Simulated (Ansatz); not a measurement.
Reactions of hydrogen.

Gas-phase electronic energies from Ansatz, PBE0-D4/def2-TZVP geometries. CCSD(T)/CBS adds triple-zeta CCSD(T) − MP2 to the extrapolated MP2 energy (def2 sets, frozen cores). Small cases extrapolate CCSD(T) itself. Open shells (•) are unrestricted, without spin–orbit coupling. Spin–orbit coupling would lower the free atoms: a little for F.

```csv
reaction,CCSD(T)/CBS(def2) (eV)
H₂ + `F[C](F)F`• → H• + `FC(F)F`,-0.19
H₂ → 2 H•,4.75
H₂ + F• → H• + H–F,?
H₂ + `[CH3]`• → H• + CH₄,-0.13
H₂ + `[OH]`• → H• + H₂O,-0.71
```

**Question.** Fill in the missing values. (Estimate.)

**Answer.** Computed: H₂ + F• → H• + H–F: -1.40 eV.

Largest T1 diagnostic: 0.014, for `F[C](F)F`•.

Extrapolated directly: H₂ → 2 H•; H₂ + F• → H• + H–F; H₂ + `[CH3]`• → H• + CH₄; H₂ + `[OH]`• → H• + H₂O.
